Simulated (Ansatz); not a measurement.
A generator proposed this cell of Cd.

```cif
data_structure
_symmetry_space_group_name_H-M 'Fddd:1'
_symmetry_Int_Tables_number 70
_cell_length_a 4.9544
_cell_length_b 5.0949
_cell_length_c 6.9614
_cell_angle_alpha 90.000
_cell_angle_beta 90.000
_cell_angle_gamma 90.000
_cell_volume 175.72
loop_
_atom_site_label
_atom_site_type_symbol
_atom_site_symmetry_multiplicity
_atom_site_Wyckoff_symbol
_atom_site_fract_x
_atom_site_fract_y
_atom_site_fract_z
_atom_site_occupancy
Cd1 Cd 8 a 0.75000 0.75000 0.25000 1
```

Method: DFT PBE, scalar-relativistic, plane waves, PAW (Ansatz 0.2.0). Settings: cutoff 420 eV, Γ-centred mesh 6×6×6 on the computed 2-atom cell, Gaussian smearing of 0.10 eV; no spin polarisation.

Energies count from the standard state of Cd at the same level.

Task: How far from equilibrium is it?

Result: The pressure is 28.5 GPa (the mean over three directions, positive in compression), the largest force is 0.00 eV/Å (symmetry fixes the atoms), and the energy is +0.93 eV/atom against the standard state. The shortest distance is 2.49 Å.

Task: Is it a good guess?

Result: A rough one: relaxing gains about 0.92 eV/atom (the start's value is from the coarse mesh, so the gain is rough) in 35 ionic steps and ends at +0.01 eV/atom on the finer mesh. The symmetry stays Fddd (No. 70). The volume per atom grows by 6.5 %, from 22.0 to 23.4 Å³. The shortest distance goes from 2.49 Å (Cd–Cd) to 3.04 Å (Cd–Cd). Conventional cell: a = 3.179 Å, b = 5.184 Å, c = 11.351 Å. Around Cd lie 10 Cd at 3.04–3.22 Å and 4 Cd at 3.93 Å.

The last run used a 20×20×20 mesh for its 2-atom cell and Gaussian smearing of 0.10 eV. The k mesh leaves some 4 meV/atom of noise in the energy of each metallic cell. The relaxation can't lower the symmetry of the start, and the grade says only how near the guess is to its own end. A later test with randomly moved atoms led to a structure 8 meV/atom lower, so this end is a saddle point or a shallow minimum.
